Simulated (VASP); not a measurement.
A run of VASP 6.6.1:

Contents of INCAR:

```
SYSTEM = Ca
PREC = Accurate
ENCUT = 520
EDIFF = 1E-7
ISMEAR = -1
SIGMA = 0.05
LREAL = .False.
LASPH = .True.
NELM = 80
ALGO = Normal
ISIF = 2
LWAVE = .False.
LCHARG = .True.
GGA = PE
LELF = .True.
LVHAR = .True.
NBANDS = 11
```

Contents of KPOINTS:

```
regular mesh
0
Gamma
  9 9 9
  0 0 0
```

POSCAR

```
Ca
1.0
   -2.2052049036      2.2052049036      2.1961148100
    2.2052049036     -2.2052049036      2.1961148100
    2.2052049036      2.2052049036     -2.1961148100
Ca
1
Direct
    0.5000000000      0.5000000000      0.0000000000
```

Potentials or basis: VASP PAW PBE potentials, release 64 (Ca_sv).

Launch:

```bash
$ cat potpaw_PBE.64/Ca_sv/POTCAR > POTCAR
$ mpirun -np 1 vasp_std > vasp.out
```

Hardware: 1 thread of Intel(R) Xeon(R) Platinum 8559C (Emerald Rapids), on a shared host.

Question: Estimate the wall time of this run.

Answer: Run time: 13 s on 1 thread of Intel(R) Xeon(R) Platinum 8559C (Emerald Rapids) (shared host), peak memory 0.17 GiB. Counts: scf iterations 13, k points 75.
